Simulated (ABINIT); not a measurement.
The system is CsPbCl3.

```
Pb Cs Cl
1.0
     5.60500    0.00000    0.00000
     0.00000    5.60500    0.00000
     0.00000    0.00000    5.60500
Pb Cs Cl
1 1 3
Cartesian
  2.8025 2.8025 2.8025
  0.0000 0.0000 0.0000
  2.8025 0.0000 2.8025
  0.0000 2.8025 2.8025
  2.8025 2.8025 0.0000
```

Program: ABINIT 10.8.3 (patched build). Alike in all runs: no spin polarisation; cell as given; cutoff (eV) 680; smearing fermi-dirac 0.05 eV. Hardware: 1 thread of Arm Neoverse V2 (shared host).

Question: Order these runs on this cell by their wall time, lowest first.
A. task band structure; level WC; potentials or basis JTH PAW PBE v2.0; k mesh 5 × 5 × 5
B. task single point; level LDA; potentials or basis JTH PAW LDA v2.0; k mesh 3 × 3 × 3
C. task single point; level PBE; potentials or basis JTH PAW PBE v2.0; k mesh 4 × 4 × 4

Answer: B (36 s), C (82 s), A (310 s).

Not every run made on this cell is shown here.
